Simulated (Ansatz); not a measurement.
**PtSe2**

The computed numbers are results of PBE with spin–orbit coupling (two-component spinors) in the plane-wave PAW code Ansatz at 420 eV, Γ-centred 8×8×4 mesh, 0.05 eV Gaussian smearing. The datasets are Ansatz's generated set soft_2.

```
CELL_PARAMETERS angstrom
3.74924 0.00000 0.00000
-1.87462 3.24693 0.00000
0.00000 0.00000 6.52903
ATOMIC_POSITIONS crystal
Pt 0.00000 0.00000 0.00000
Se 0.33333 0.66667 0.20064
Se 0.66667 0.33333 0.79936
```

The chain of runs began from a cell as deposited in COD, expanded in volume. Of that entry: the entry's cell lengths or inner coordinates differ somewhat from later room-temperature determinations. The relaxation kept the space group but changed the cell's proportions, one axis by 18 % at equal volume, so the results may not describe the measured structure. The database's entry of this formula in the relaxed cell's space group, P-3m1, has axes of 3.728 × 3.728 × 5.031 Å and 20.18 Å³/atom (1965), the relaxed one 3.749 × 3.749 × 6.529 Å and 26.49.

The cell is relaxed to zero pressure at this level.

The cell has space group P-3m1 (read at 0.01 Å). In it the stress is 0.03, 0.03, 0.00, 0.00, 0.00, 0.00 GPa and the largest force component 0.001 eV/Å. Each change below starts from this cell, without further relaxation. Stress is in GPa, positive in compression, in the order xx, yy, zz, yz, xz, xy; energies are counted from the cell above.

Question: What happens when atom 1 (Pt) is moved by 0.12 Å along x?

Answer: The energy changes by 106.1 meV per cell, and the force on it along the shift is -1.775 eV/Å (−F/u = 14.79 eV/Å²). Stress: 0.95, 0.53, 0.51, -0.47, 0.00, 0.00. The gap on the mesh goes from 0.86 eV to 0.69 eV.
```tsv
atom	Fx (eV/Å)	Fy	Fz
Pt1	-1.775	0.000	0.000
Se2	0.888	-0.089	0.101
Se3	0.888	0.089	-0.101
```
In a harmonic crystal the energy would rise by −½F·u = ½ × 14.79 × 0.12² eV = 106.5 meV, which matches.

Question: What stress follows from an engineering strain of -1 % in xz, atoms carried along?

Answer: 0.04, 0.03, 0.00, -0.01, 0.57, -0.29 GPa; the energy changes by 1.4 meV per cell. The gap on the mesh goes from 0.86 eV to 0.84 eV.
| atom | Fx (eV/Å) | Fy | Fz |
| --- | --- | --- | --- |
| Pt1 | 0.000 | 0.000 | 0.000 |
| Se2 | 0.107 | -0.001 | 0.001 |
| Se3 | -0.107 | 0.001 | -0.001 |
The change of the stress over the strain gives a clamped-atom stiffness of about 57 GPa for this component.
In a harmonic crystal the energy would rise by V(½Cε² − σ₀ε), with σ₀ the stress of the unstrained cell, = 1.4 meV, which matches.

Kohn–Sham gaps of semilocal functionals lie under measured ones, often by a third or more. The structure is built of weakly bound layers, and this functional has no dispersion term, so their spacing and all that hangs on it (volume, the soft elastic constants, low modes, dielectric constants) are poorly given.
